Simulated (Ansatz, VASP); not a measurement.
## As in VASP and in Ansatz

INCAR

```
SYSTEM = As
  ALGO = Normal
  EDIFF = 1E-7
  ENCUT = 520
  GGA = PE
  ISIF = 2
  ISMEAR = -1
  LASPH = .True.
  LCHARG = .True.
  LELF = .True.
  LREAL = .False.
  LVHAR = .True.
  LWAVE = .False.
  NBANDS = 12
  NELM = 60
  PREC = Accurate
  SIGMA = 0.05
```

File KPOINTS:

```
k-points
0
Gamma
  9 9 9
  0 0 0
```

File POSCAR:

```
As
1.0
    1.8932528703      1.0930700543      3.5373346065
   -1.8932528703      1.0930700543      3.5373346065
    0.0000000000     -2.1861401086      3.5373346065
As
2
Direct
    0.2260000000      0.2260000000      0.2260000000
    0.7740000000      0.7740000000      0.7740000000
```

The input input.yaml:

```yaml
crystal:
  lattice:
    - [1.8932528703, 1.0930700543, 3.5373346065]
    - [-1.8932528703, 1.0930700543, 3.5373346065]
    - [0.0, -2.1861401086, 3.5373346065]
  atoms:
    - { symbol: As, position: [0.226, 0.226, 0.226] }
    - { symbol: As, position: [0.774, 0.774, 0.774] }
kpoints:
  mp_grid: { grid: [9, 9, 9] }
scf:
  occupations: { method: fermi_dirac, width: 0.05 }
hamiltonian:
  xc: pbe
  pseudopotentials: { kind: all_electron, lapw: { basis_error: 0.0005 } }
output:
  forces: true
  stress: true
  eigenvalues: true
```

Change from the starting cell: volume scaled by 1.02.

Alike in both runs: task single point; functional PBE; k mesh 9 × 9 × 9; occupations fermi-dirac, width 0.05 eV; no spin polarisation.

|  | VASP | Ansatz |
| --- | --- | --- |
| version | VASP 6.6.1 | Ansatz 0.2.0 |
| potentials or method | VASP PAW PBE potentials, release 64 (As) | all-electron LAPW, scalar-relativistic |
| plane-wave cutoff (eV) | 520 | see its input |

```csv
,VASP,Ansatz,Ansatz less VASP
gap on the k mesh at the Fermi level (eV),none,none,-
pressure (GPa),2.4,2.1,-0.28
largest component of the traceless stress (GPa),0.13,0.03,-0.100
rms of the force components (eV/Å),0.202,0.169,-0.0333
```

Atom by atom the forces differ by 0.033 eV/Å (rms over components). A gap of «none» marks a metal or a gap that the smearing closes. Ansatz ran all-electron here, so the differences hold the error of VASP's frozen core and of both bases.
